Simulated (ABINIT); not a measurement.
Planning a run of ABINIT 10.8.3 on CdSe (F-43m). The input:

```
acell 3*1.0 Angstrom
rprim 
  -0.000000000000 3.070271198600 3.070271198600
  3.070271198600 -0.000000000000 3.070271198600
  3.070271198600 3.070271198600 0.000000000000
ntypat 2
znucl 48 34
natom 2
typat 1 2
xred 
  0.000000000000 0.000000000000 0.000000000000
  0.750000000000 0.750000000000 0.750000000000
pp_dirpath "pseudos"
pseudos "Cd.upf, Se.upf"
ecut 48
ngkpt 4 4 4
nshiftk 1
shiftk 0 0 0
kptopt 1
chksymbreak 0
istwfk *1
occopt 1
irdwfk 1
optdriver 3
nband 116
ecuteps 5
inclvkb 2
awtr 1
symchi 1
gwcalctyp 28
mbpt_sciss 0.931 eV
nqptdm 1
qptdm 
  0 0 0
indata_prefix "in"
outdata_prefix "out"
tmpdata_prefix "tmp"
```

```sh
OMP_NUM_THREADS=1 mpirun -n 4 abinit run.abi > log
```

Estimate wall time and host memory on 4 MPI ranks of Intel Xeon 6975P-C (Granite Rapids), shared host.

It took 18 s; on shared hardware allow 9.2 s to 37 s. Peak host memory was 1.6 GiB.

[Paths, hosts, dates, memory and timing lines, banners, echoed tables and standing remarks are left out of the program output.]

[Logs are printed without paths, hosts, clocks, repeated set-up lines and the standing remarks that a program may print on its own settings, such as how far it seeks lower states.]

[Runs of the session that timed out or met a known fault of the program may be left out.]

[Hosts, paths, dates, database ids (printed as entryN), source tags and the programs' standing remarks are cut or masked in the printed files.]

[G0W0 gaps are taken among the corrected bands and points alone; a level outside them can change the order at an edge.]

[Where Ansatz stands beside ABINIT at settings called matched, ABINIT's density can come from a denser mesh and the files from another edition; pairs whose starting gaps differed by over 0.03 eV were left out, so agreement reads better than it is.]
